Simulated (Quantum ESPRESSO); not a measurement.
# PbS (Galena) (Fm-3m) in Quantum ESPRESSO: notebook, part 3 of 4

Quantum ESPRESSO 7.5.

## (4) Phonons, PBE

pw.in

```
&CONTROL
  calculation = 'scf'
  prefix = 'pwscf'
  outdir = './tmp'
  pseudo_dir = './pseudo'
  tprnfor = .true.
  tstress = .true.
  disk_io = 'low'
/
&SYSTEM
  ibrav = 0
  nat = 2
  ntyp = 2
  ecutwfc = 52
  ecutrho = 312
  nbnd = 16
  occupations = 'smearing'
  smearing = 'fd'
  degauss = 0.00367493
/
&ELECTRONS
  conv_thr = 4d-10
  electron_maxstep = 120
  mixing_beta = 0.5
/
ATOMIC_SPECIES
Pb   207.2000 Pb.GGA_PBE-JTH.UPF
S     32.0600 S.GGA_PBE-JTH.UPF
CELL_PARAMETERS angstrom
   0.0000000000    2.9657500000    2.9657500000
   2.9657500000    0.0000000000    2.9657500000
   2.9657500000    2.9657500000    0.0000000000
ATOMIC_POSITIONS crystal
Pb     0.0000000000    0.0000000000    0.0000000000
S      0.5000000000    0.5000000000    0.5000000000
K_POINTS automatic
6 6 6 1 1 1
```

gamma.in

```
&CONTROL
  calculation = 'bands'
  prefix = 'pwscf'
  outdir = './tmp'
  pseudo_dir = './pseudo'
  disk_io = 'low'
  verbosity = 'high'
/
&SYSTEM
  ibrav = 0
  nat = 2
  ntyp = 2
  ecutwfc = 52
  ecutrho = 312
  nbnd = 16
  occupations = 'smearing'
  smearing = 'fd'
  degauss = 0.00367493
/
&ELECTRONS
  conv_thr = 1d-08
  electron_maxstep = 120
  mixing_beta = 0.5
  diago_full_acc = .true.
  startingwfc = 'random'
/
ATOMIC_SPECIES
Pb   207.2000 Pb.GGA_PBE-JTH.UPF
S     32.0600 S.GGA_PBE-JTH.UPF
CELL_PARAMETERS angstrom
   0.0000000000    2.9657500000    2.9657500000
   2.9657500000    0.0000000000    2.9657500000
   2.9657500000    2.9657500000    0.0000000000
ATOMIC_POSITIONS crystal
Pb     0.0000000000    0.0000000000    0.0000000000
S      0.5000000000    0.5000000000    0.5000000000
K_POINTS crystal
1
0.0 0.0 0.0 1
```

scf2.in

```
&CONTROL
  calculation = 'scf'
  prefix = 'pwscf'
  outdir = './tmp'
  pseudo_dir = './pseudo'
  tprnfor = .true.
  tstress = .true.
  disk_io = 'low'
/
&SYSTEM
  ibrav = 0
  nat = 2
  ntyp = 2
  ecutwfc = 52
  ecutrho = 312
  nbnd = 16
  occupations = 'fixed'
/
&ELECTRONS
  conv_thr = 1d-13
  electron_maxstep = 120
  mixing_beta = 0.5
  startingpot = 'file'
/
ATOMIC_SPECIES
Pb   207.2000 Pb.GGA_PBE-JTH.UPF
S     32.0600 S.GGA_PBE-JTH.UPF
CELL_PARAMETERS angstrom
   0.0000000000    2.9657500000    2.9657500000
   2.9657500000    0.0000000000    2.9657500000
   2.9657500000    2.9657500000    0.0000000000
ATOMIC_POSITIONS crystal
Pb     0.0000000000    0.0000000000    0.0000000000
S      0.5000000000    0.5000000000    0.5000000000
K_POINTS automatic
6 6 6 1 1 1
```

ph.in

```
phonons of PbS
&INPUTPH
  prefix = 'pwscf'
  outdir = './tmp'
  tr2_ph = 1d-18
  fildyn = 'dyn'
  niter_ph = 90
  alpha_mix(1) = 0.7
  epsil = .true.
/
0.0000000000 0.0000000000 0.0000000000
```

dynmat.in

```
&INPUT
  fildyn = 'dyn'
  asr = 'crystal'
  lperm = .true.
  filout = 'dynmat.disp'
  fileig = 'dynmat.eig'
/
```

dynmat_lo.in

```
&INPUT
  fildyn = 'dyn'
  asr = 'crystal'
  filout = 'dynmat_lo.disp'
  fileig = 'dynmat_lo.eig'
  q(1) = 0
  q(2) = 0
  q(3) = 1
/
```

Potentials or basis: JTH 2.0 PBE.

On the command line:

```sh
$ OMP_NUM_THREADS=1 mpirun -n 4 pw.x -nk 4 -in pw.in > pw.out
$ OMP_NUM_THREADS=1 mpirun -n 4 pw.x -in gamma.in > gamma.out
$ OMP_NUM_THREADS=1 mpirun -n 4 pw.x -nk 4 -in scf2.in > scf2.out
$ OMP_NUM_THREADS=1 mpirun -n 4 ph.x -nk 4 -in ph.in > ph.out
$ OMP_NUM_THREADS=1 mpirun -n 1 dynmat.x -in dynmat.in > dynmat.out
$ OMP_NUM_THREADS=1 mpirun -n 1 dynmat.x -in dynmat_lo.in > dynmat_lo.out
```

pw.out:

```text
This program is part of the open-source Quantum ESPRESSO suite
     for quantum simulation of materials; please cite
         "P. Giannozzi et al., J. Phys.:Condens. Matter 21 395502 (2009);
         "P. Giannozzi et al., J. Phys.:Condens. Matter 29 465901 (2017);
         "P. Giannozzi et al., J. Chem. Phys. 152 154105 (2020);
     in publications or presentations arising from this work. More details at

     file Pb.GGA_PBE-JTH.UPF: wavefunction(s)  0S 6P 0P 5D 0D renormalized
     file S.GGA_PBE-JTH.UPF: wavefunction(s)  3S 0S 3P 0P renormalized
     Message from routine setup:
     using ibrav=0 with symmetry is DISCOURAGED, use correct ibrav instead

     K-points division:     npool     =       4
     Subspace diagonalization in iterative solution of the eigenvalue problem:
     a serial algorithm will be used

     G-vector sticks info
     --------------------
     sticks:   dense  smooth     PW     G-vecs:    dense   smooth      PW
     Sum        1357     913    271                32743    17933    2975

     Using Slab Decomposition

     bravais-lattice index     =            0
     lattice parameter (alat)  =       7.9259  a.u.
     unit-cell volume          =     352.0710 (a.u.)^3
     number of atoms/cell      =            2
     number of atomic types    =            2
     number of electrons       =        20.00
     number of Kohn-Sham states=           16
     kinetic-energy cutoff     =      52.0000  Ry
     charge density cutoff     =     312.0000  Ry
     scf convergence threshold =      4.0E-10
     mixing beta               =       0.5000
     number of iterations used =            8  plain     mixing
[... 111 lines left out ...]
     negative rho (up, down):  5.908E-02 0.000E+00
[... 67 lines left out ...]
     iteration #  9     ecut=    52.00 Ry     beta= 0.50
     Davidson diagonalization with overlap
     ethr =  2.14E-11,  avg # of iterations =  2.0

     negative rho (up, down):  5.934E-02 0.000E+00

     End of self-consistent calculation

          k = 0.0589 0.0589 0.0589 (  2205 PWs)   bands (ev):

    -8.6288  -8.6273  -8.6273  -8.6121  -8.6121  -5.3443   1.9369   6.0391
     6.0391   6.1830  12.7360  12.9987  12.9987  14.9138  15.0998  15.0998
[... 73 lines left out ...]
    -8.7575  -8.6515  -8.5887  -8.5716  -8.5702  -3.7598   0.8133   3.2025
     4.8292   4.9070  12.1243  13.5009  13.5964  13.8268  19.4481  19.9259

          k =-0.5303 0.1768-0.0589 (  2231 PWs)   bands (ev):

    -8.7153  -8.6386  -8.6059  -8.5841  -8.5768  -3.9850   0.3209   4.3164
     4.7571   5.9632  11.5075  12.4143  12.6498  14.3333  18.8454  19.3261

          k =-0.4125 0.0589 0.0589 (  2229 PWs)   bands (ev):
[... 51 lines left out ...]
    -8.6663  -8.6334  -8.6186  -8.5929  -8.5824  -4.0309  -0.4239   5.0064
     6.0895   7.1083   9.6601  10.7125  11.8724  16.3987  17.5545  17.6986

     the Fermi energy is     8.4108 ev

!    total energy              =    -936.92799999 Ry
     total all-electron energy =      -936.928000 Ry
     estimated scf accuracy    <          2.8E-10 Ry
     smearing contrib. (-TS)   =      -0.00000005 Ry
     internal energy E=F+TS    =    -936.92799995 Ry

     The total energy is F=E-TS. E is the sum of the following terms:
     one-electron contribution =     -32.73494549 Ry
     hartree contribution      =      40.47940631 Ry
     xc contribution           =     -23.58323916 Ry
     ewald contribution        =    -111.22964404 Ry
     one-center paw contrib.   =    -809.85957757 Ry

     convergence has been achieved in   9 iterations

     negative rho (up, down):  5.934E-02 0.000E+00

     Forces acting on atoms (cartesian axes, Ry/au):

     atom    1 type  1   force =    -0.00000000   -0.00000000    0.00000000
     atom    2 type  2   force =     0.00000000   -0.00000000   -0.00000000

     Total force =     0.000000     Total SCF correction =     0.000000

     Computing stress (Cartesian axis) and pressure

     negative rho (up, down):  5.934E-02 0.000E+00
          total   stress  (Ry/bohr**3)                   (kbar)     P=       20.05
   0.00013628  -0.00000000  -0.00000000           20.05       -0.00       -0.00
  -0.00000000   0.00013628   0.00000000           -0.00       20.05        0.00
   0.00000000   0.00000000   0.00013628            0.00        0.00       20.05

=------------------------------------------------------------------------------=
   JOB DONE.
=------------------------------------------------------------------------------=
```

scf2.out:

```text
This program is part of the open-source Quantum ESPRESSO suite
     for quantum simulation of materials; please cite
         "P. Giannozzi et al., J. Phys.:Condens. Matter 21 395502 (2009);
         "P. Giannozzi et al., J. Phys.:Condens. Matter 29 465901 (2017);
         "P. Giannozzi et al., J. Chem. Phys. 152 154105 (2020);
[... 343 lines left out ...]
  -0.00000000   0.00013572   0.00000000           -0.00       19.97        0.00
   0.00000000   0.00000000   0.00013572            0.00        0.00       19.97

=------------------------------------------------------------------------------=
   JOB DONE.
=------------------------------------------------------------------------------=
```

Wall time 3.2 min (4 MPI ranks of Arm Neoverse V1, shared host); peak memory 0.52 GiB.

Results:

```yaml
Free_energy: -12747.5548 eV
Pressure_after_relaxing: 2.0 GPa
Electronic_dielectric_tensor_diagonal: 15.80
Born_charges_mean_of_the_diagonal: Pb +4.48; S -4.49 e
Highest_phonon_frequency_at_Γ_LO-TO_splitting_left_out: 76 cm⁻¹
Static_dielectric_tensor_diagonal: 134.99
```

Phonon frequencies in cm⁻¹ (negative: imaginary):
```csv
q point,frequencies
"(0.000, 0.000, 0.000)",0 0 0 76 76 76
```

Electronic dielectric tensor:
```
15.80  0.00  0.00
 0.00 15.80  0.00
 0.00  0.00 15.80
```

Born effective charge tensors (e):
atom 1, Pb
```
4.48 0.00 0.00
0.00 4.48 0.00
0.00 0.00 4.48
```
atom 2, S
```
-4.49  0.00  0.00
 0.00 -4.49  0.00
 0.00  0.00 -4.49
```

Optical modes at Γ, degenerate ones joined, polar ones without the macroscopic field:
| cm⁻¹ | components | symmetry | active in | IR intensity, summed ((D/Å)²/amu) |
| --- | --- | --- | --- | --- |
| 76 | 3 | T1u | IR | 50.09 |

Zone-centre frequencies without and with the macroscopic field along z (cm⁻¹):
```
                optical modes in rising order
       without                       76 76 76
with the field                      76 76 221
```

Static dielectric tensor, electrons and zone-centre modes:
```
134.99   0.00   0.00
  0.00 134.99   0.00
  0.00   0.00 134.99
```

## (5) Phonons, PBE

pw.in: that of step 4 with these lines changed.

```diff
@@ -13,4 +13,4 @@
   ntyp = 2
-  ecutwfc = 52
-  ecutrho = 312
+  ecutwfc = 55
+  ecutrho = 440
   nbnd = 16
@@ -26,4 +26,4 @@
 ATOMIC_SPECIES
-Pb   207.2000 Pb.GGA_PBE-JTH.UPF
-S     32.0600 S.GGA_PBE-JTH.UPF
+Pb   207.2000 Pb.pbe-dn-kjpaw_psl.0.2.2.UPF
+S     32.0600 s_pbe_v1.4.uspp.F.UPF
 CELL_PARAMETERS angstrom
```

gamma.in: that of step 4 with these lines changed.

```diff
@@ -12,4 +12,4 @@
   ntyp = 2
-  ecutwfc = 52
-  ecutrho = 312
+  ecutwfc = 55
+  ecutrho = 440
   nbnd = 16
@@ -27,4 +27,4 @@
 ATOMIC_SPECIES
-Pb   207.2000 Pb.GGA_PBE-JTH.UPF
-S     32.0600 S.GGA_PBE-JTH.UPF
+Pb   207.2000 Pb.pbe-dn-kjpaw_psl.0.2.2.UPF
+S     32.0600 s_pbe_v1.4.uspp.F.UPF
 CELL_PARAMETERS angstrom
```

scf2.in: that of step 4 with these lines changed.

```diff
@@ -13,4 +13,4 @@
   ntyp = 2
-  ecutwfc = 52
-  ecutrho = 312
+  ecutwfc = 55
+  ecutrho = 440
   nbnd = 16
@@ -25,4 +25,4 @@
 ATOMIC_SPECIES
-Pb   207.2000 Pb.GGA_PBE-JTH.UPF
-S     32.0600 S.GGA_PBE-JTH.UPF
+Pb   207.2000 Pb.pbe-dn-kjpaw_psl.0.2.2.UPF
+S     32.0600 s_pbe_v1.4.uspp.F.UPF
 CELL_PARAMETERS angstrom
```

ph.in is that of step 4.

dynmat.in is that of step 4.

dynmat_lo.in is that of step 4.

Potentials or basis: SSSP 1.3 efficiency PBE.

On the command line:

```sh
$ OMP_NUM_THREADS=1 mpirun -n 4 pw.x -nk 4 -in pw.in > pw.out
$ OMP_NUM_THREADS=1 mpirun -n 4 pw.x -in gamma.in > gamma.out
$ OMP_NUM_THREADS=1 mpirun -n 4 pw.x -nk 4 -in scf2.in > scf2.out
$ OMP_NUM_THREADS=1 mpirun -n 4 ph.x -nk 4 -in ph.in > ph.out
$ OMP_NUM_THREADS=1 mpirun -n 1 dynmat.x -in dynmat.in > dynmat.out
$ OMP_NUM_THREADS=1 mpirun -n 1 dynmat.x -in dynmat_lo.in > dynmat_lo.out
```

pw.out:

```text
This program is part of the open-source Quantum ESPRESSO suite
     for quantum simulation of materials; please cite
         "P. Giannozzi et al., J. Phys.:Condens. Matter 21 395502 (2009);
         "P. Giannozzi et al., J. Phys.:Condens. Matter 29 465901 (2017);
         "P. Giannozzi et al., J. Chem. Phys. 152 154105 (2020);
     in publications or presentations arising from this work. More details at

     file Pb.pbe-dn-kjpaw_psl.0.2.2.UPF: wavefunction(s)  6S renormalized
     Message from routine setup:
     using ibrav=0 with symmetry is DISCOURAGED, use correct ibrav instead

     K-points division:     npool     =       4
     Subspace diagonalization in iterative solution of the eigenvalue problem:
     a serial algorithm will be used

     G-vector sticks info
     --------------------
     sticks:   dense  smooth     PW     G-vecs:    dense   smooth      PW
     Sum        1915     955    295                55009    19579    3287

     Using Slab Decomposition

     bravais-lattice index     =            0
     lattice parameter (alat)  =       7.9259  a.u.
     unit-cell volume          =     352.0710 (a.u.)^3
     number of atoms/cell      =            2
     number of atomic types    =            2
     number of electrons       =        20.00
     number of Kohn-Sham states=           16
     kinetic-energy cutoff     =      55.0000  Ry
     charge density cutoff     =     440.0000  Ry
     scf convergence threshold =      4.0E-10
[... 102 lines left out ...]
     Davidson diagonalization with overlap
     ethr =  1.00E-02,  avg # of iterations =  5.9

     Threshold (ethr) on eigenvalues was too large:
     Diagonalizing with lowered threshold

     Davidson diagonalization with overlap
     ethr =  6.83E-04,  avg # of iterations =  2.5

     total energy              =    -894.68584383 Ry
     estimated scf accuracy    <       0.13350790 Ry
[... 57 lines left out ...]
     iteration # 10     ecut=    55.00 Ry     beta= 0.50
     Davidson diagonalization with overlap
     ethr =  4.11E-12,  avg # of iterations =  5.7

     End of self-consistent calculation

          k = 0.0589 0.0589 0.0589 (  2427 PWs)   bands (ev):

    -8.2142  -8.2128  -8.2128  -8.1981  -8.1981  -4.9184   2.3619   6.4755
     6.4755   6.6187  13.1650  13.4227  13.4227  15.3358  15.5102  15.5102
[... 73 lines left out ...]
    -8.3427  -8.2368  -8.1746  -8.1570  -8.1555  -3.3386   1.2366   3.6268
     5.2596   5.3367  12.5356  13.9331  14.0233  14.2524  19.8705  20.5420

          k =-0.5303 0.1768-0.0589 (  2420 PWs)   bands (ev):

    -8.3007  -8.2240  -8.1917  -8.1696  -8.1622  -3.5618   0.7445   4.7393
     5.1846   6.3903  11.9371  12.8425  13.0747  14.7513  19.3235  19.7946

          k =-0.4125 0.0589 0.0589 (  2428 PWs)   bands (ev):
[... 51 lines left out ...]
    -8.2519  -8.2192  -8.2039  -8.1783  -8.1678  -3.6057  -0.0006   5.4285
     6.5092   7.5305  10.0927  11.1390  12.3035  16.8366  18.0097  18.1896

     the Fermi energy is     8.8391 ev

!    total energy              =    -894.73303270 Ry
     estimated scf accuracy    <          3.6E-10 Ry
     smearing contrib. (-TS)   =      -0.00000004 Ry
     internal energy E=F+TS    =    -894.73303265 Ry

     The total energy is F=E-TS. E is the sum of the following terms:
     one-electron contribution =     -33.94585241 Ry
     hartree contribution      =      31.68272696 Ry
     xc contribution           =     -52.79874831 Ry
     ewald contribution        =    -111.22964404 Ry
     one-center paw contrib.   =    -728.44151486 Ry

     convergence has been achieved in  10 iterations

     Forces acting on atoms (cartesian axes, Ry/au):

     atom    1 type  1   force =    -0.00000000    0.00000000    0.00000000
     atom    2 type  2   force =     0.00000000    0.00000000   -0.00000000

     Total force =     0.000000     Total SCF correction =     0.000000

     Computing stress (Cartesian axis) and pressure

          total   stress  (Ry/bohr**3)                   (kbar)     P=       21.65
   0.00014718   0.00000000   0.00000000           21.65        0.00        0.00
   0.00000000   0.00014718   0.00000000            0.00       21.65        0.00
   0.00000000   0.00000000   0.00014718            0.00        0.00       21.65

=------------------------------------------------------------------------------=
   JOB DONE.
=------------------------------------------------------------------------------=
```

scf2.out:

```text
This program is part of the open-source Quantum ESPRESSO suite
     for quantum simulation of materials; please cite
         "P. Giannozzi et al., J. Phys.:Condens. Matter 21 395502 (2009);
         "P. Giannozzi et al., J. Phys.:Condens. Matter 29 465901 (2017);
         "P. Giannozzi et al., J. Chem. Phys. 152 154105 (2020);
[... 330 lines left out ...]
  -0.00000000   0.00014720  -0.00000000           -0.00       21.65       -0.00
  -0.00000000  -0.00000000   0.00014720           -0.00       -0.00       21.65

=------------------------------------------------------------------------------=
   JOB DONE.
=------------------------------------------------------------------------------=
```

Run time: 3.9 min. Hardware: 4 MPI ranks of Arm Neoverse V1, shared host; peak memory 0.72 GiB.

What came out:

| Property | Result |
| --- | --- |
| Free energy | -12173.4631 eV |
| Pressure after relaxing | 2.2 GPa |
| Electronic dielectric tensor (diagonal) | 15.72 |
| Born charges (mean of the diagonal) | Pb +4.50; S -4.47 e |
| Highest phonon frequency at Γ, LO-TO splitting left out | 79 cm⁻¹ |
| Static dielectric tensor (diagonal) | 126.44 |

Phonon frequencies in cm⁻¹ (negative: imaginary):
| q point | frequencies |
| --- | --- |
| (0.000, 0.000, 0.000) | -1 -1 -1 79 79 79 |

Electronic dielectric tensor:
```
15.72  0.00  0.00
 0.00 15.72  0.00
 0.00  0.00 15.72
```

Born effective charge tensors (e):
atom 1, Pb
```
4.50 0.00 0.00
0.00 4.50 0.00
0.00 0.00 4.50
```
atom 2, S
```
-4.47  0.00  0.00
 0.00 -4.47  0.00
 0.00  0.00 -4.47
```

Optical modes at Γ, degenerate ones joined, polar ones without the macroscopic field:
```tsv
cm⁻¹	components	symmetry	active in	IR intensity, summed ((D/Å)²/amu)
79	3	T1u	IR	50.14
```

Zone-centre frequencies without and with the macroscopic field along z (cm⁻¹):
```tsv
	optical modes in rising order
without	79 79 79
with the field	79 79 223
```

Static dielectric tensor, electrons and zone-centre modes:
```
126.44   0.00   0.00
  0.00 126.44   0.00
  0.00   0.00 126.44
```

(Continued in part 4 of 4.)
